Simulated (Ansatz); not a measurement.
Here is an Ansatz 0.2.0 calculation.

Contents of input.yaml:

```yaml
crystal:
  lattice:
    - [0.0, 2.8338, 2.8338]
    - [2.8338, 0.0, 2.8338]
    - [2.8338, 2.8338, 0.0]
  atoms:
    - { symbol: Se, position: [0.75, 0.75, 0.75] }
    - { symbol: Zn, position: [0.0, 0.0, 0.0] }
kpoints:
  mp_grid: { grid: [8, 8, 8] }
  band_path:
    path:
      - [0.0, 0.0, 0.0]
      - [0.5, 0.0, 0.5]
      - [0.5, 0.25, 0.75]
      - [0.375, 0.375, 0.75]
      - [0.0, 0.0, 0.0]
      - [0.5, 0.5, 0.5]
      - [0.625, 0.25, 0.625]
      - [0.5, 0.25, 0.75]
    npoints: 8
scf:
  occupations: { method: fermi_dirac, width: 0.05 }
hamiltonian:
  xc: lda
  pseudopotentials: { kind: all_electron, lapw: { basis_error: 0.001 } }
output:
  forces: true
  stress: true
  eigenvalues: true
```

Potentials or basis: all-electron LAPW, scalar-relativistic.

Command:

```sh
$ ansatz run input.yaml --threads 1 --pin off --max-ram 3072MiB --backend cpu --events-out ev --progress --plain --runs-dir out
```

**Question.** Estimate the pressure.

**Answer.** -3.4 GPa.

**Question.** Predict the band gap along the path.

**Answer.** 1.03 eV, direct.

**Question.** Predict the band gap on the k mesh.

**Answer.** 1.03 eV, direct.

Levels at the corners of the path, in eV from the valence-band top:
| point | band 19 | band 20 | band 21 | band 22 | band 23 | band 24 | band 25 | band 26 |
| --- | --- | --- | --- | --- | --- | --- | --- | --- |
| Γ | -6.30 | 0.00 | 0.00 | 0.00 | 1.03 | 5.72 | 5.72 | 5.72 |
| X | -6.12 | -4.83 | -2.20 | -2.20 | 2.81 | 3.33 | 10.50 | 11.08 |
| W | -6.00 | -4.75 | -2.80 | -2.69 | 5.35 | 5.44 | 6.81 | 7.57 |
| K | -6.03 | -4.78 | -3.13 | -1.80 | 3.43 | 5.47 | 8.88 | 9.17 |
| Γ | -6.30 | 0.00 | 0.00 | 0.00 | 1.03 | 5.72 | 5.72 | 5.72 |
| L | -6.14 | -5.29 | -0.87 | -0.87 | 2.35 | 6.30 | 6.30 | 8.34 |
| U | -6.03 | -4.78 | -3.13 | -1.80 | 3.43 | 5.47 | 8.88 | 9.17 |
| W | -6.00 | -4.75 | -2.80 | -2.69 | 5.35 | 5.44 | 6.81 | 7.57 |

**The experiment to reproduce.**

From “Alloy Disordering Effects on the Thermal Conductivity and Energy Gap Temperature Dependence of Cd1−xZnxSe Ternary Crystals Grown by the Bridgman Method”, 2023, pmc:10253836, for a bulk crystal of ZnSe at 300 K: band gap 2.695 ± 0.003 eV (an exciton energy, a little under the gap).

A measured gap of ZnSe is 2.695 eV (an exciton energy, a little under the gap; 300 K; “Alloy Disordering Effects on the Thermal Conductivity and Energy Gap Temperature Dependence of Cd1−xZnxSe Ternary Crystals Grown by the Bridgman Method”, 2023, pmc:10253836); the calculated 1.03 eV misses it by -1.66 eV. So large a miss can be the level of theory's own, or it may mean another phase, state or a wrong row. Spin-orbit coupling on Se is left out. The value is that of LDA, without temperature or zero-point motion. Semilocal functionals fall short of measured gaps as a rule.
